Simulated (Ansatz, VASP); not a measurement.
# In in VASP and in Ansatz

```
In
1.0
     3.76505    0.00000    0.00000
     0.00000    3.76505    0.00000
     0.00000    0.00000    3.76505
In
2
Cartesian
  0.0000 0.0000 0.0000
  1.8825 1.8825 1.8825
```

Alike in both runs: task single point; functional r2SCAN; k mesh 14 × 14 × 14; occupations gaussian, width 0.1 eV; no spin polarisation.

```csv
,VASP,Ansatz
version,VASP 6.6.1,Ansatz 0.2.0
potentials or method,"VASP PAW PBE potentials, release 64 (In_d)","scalar-relativistic, plane waves, PAW"
plane-wave cutoff (eV),520,500
valence electrons in the cell,26,26
```

|  | VASP | Ansatz | Ansatz less VASP |
| --- | --- | --- | --- |
| gap on the k mesh at the Fermi level (eV) | none | none | - |
| pressure (GPa) | -0.2 | -0.2 | +0.05 |

A gap of «none» marks a metal or a gap that the smearing closes. With one functional, cell and mesh, what is left measures potentials, basis and numerics.

Caveats: the PAW data sets were made with another functional, which shifts forces and pressure a little (VASP).
